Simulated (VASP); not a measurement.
A run of VASP 6.6.1 is set up as follows.

Contents of INCAR:

```
SYSTEM = H18C10O11
ALGO = Normal
EDIFF = 1E-6
ENCUT = 520
ISIF = 2
ISMEAR = -1
LASPH = .True.
LCHARG = .True.
LELF = .True.
LREAL = Auto
LVHAR = .True.
LWAVE = .False.
NBANDS = 87
NELM = 100
PREC = Accurate
SIGMA = 0.02
```

KPOINTS

```
k-points
0
Gamma
  1 1 1
  0 0 0
```

POSCAR

```
H18C10O11
1.0
    8.9690290000      0.0000000000      0.0000000000
    0.0000000000      8.9690290000      0.0000000000
    0.0000000000      0.0000000000      8.9690290000
C O H
10 11 18
Direct
    0.8758250196      0.1742552064      0.6805864938
    0.7722017623      0.1191767805      0.5696045804
    0.1528147584      0.2482097003      0.2971559129
   -0.0004348297      0.2391674729      0.1896191884
    0.5427008877      0.4450983490      0.9256631905
    0.4488557234      0.5670402002      0.8912113006
    0.5081152040      0.9417853371      0.1639976858
    0.8274920284      0.6984814075      0.9759807890
    0.5065542769      0.2661826604      0.3676763672
    0.5704407913      0.8892266933      0.7821136491
    0.7812439897     -0.0363473014      0.5361449941
   -0.0932542419      0.1239487574      0.2714340649
    0.3110481636      0.5061974936      0.9241134129
    0.5866967316      1.0080020925      0.2412189770
    0.4179159193      0.8591788476      0.1054517719
    0.7743201633      0.6991949742      1.0961944710
    0.9027844597      0.6443952852      0.8873981788
    0.4061309201      0.2432816306      0.4454551323
    0.6191194164      0.2680669223      0.2928187656
    0.6672963149      0.8932851037      0.8701053369
    0.4837201441      0.8942439588      0.6947574816
    0.8827822945     -0.0526812880      0.4879569461
    0.6531253272      0.1426018357      0.5838201660
    0.7646758640      0.1834535266      0.4762945911
    0.9628021049      0.2422001311      0.6347509859
    0.8279157086      0.2585341178      0.7555667397
    0.9139227892      0.0759502506      0.7329444469
   -0.1933431144      0.0903219289      0.2149396551
   -0.0807668255      0.3256651305      0.1627154957
    0.0371166154      0.1654805665      0.0840447723
    0.2343620474      0.3131331162      0.2456453201
    0.1532830365      0.2782909945      0.4232342208
    0.1636743509      0.1258330194      0.3024073174
    0.2380971229      0.4991064250      0.8416407172
    0.4693819141      0.6635835384      0.9744867588
    0.4632385512      0.6331677599      0.7831059527
    0.6616769775      0.4584331258      0.9239127223
    0.5389992607      0.4137237152      1.0414951273
    0.5145150049      0.3318642408      0.8594910330
```

Potentials or basis: VASP PAW LDA potentials, release 64 (C, O, H).

The run is started by

```sh
$ cat potpaw_LDA.64/C/POTCAR potpaw_LDA.64/O/POTCAR potpaw_LDA.64/H/POTCAR > POTCAR
$ mpirun -np 1 vasp_gam > vasp.out
```

(1) Predict the pressure.

(2) Predict the largest force.

Answers

(1) 0.2 GPa.

(2) 7.461 eV/Å.

Caveat: the standard files for N, O and F lose accuracy on very short bonds.
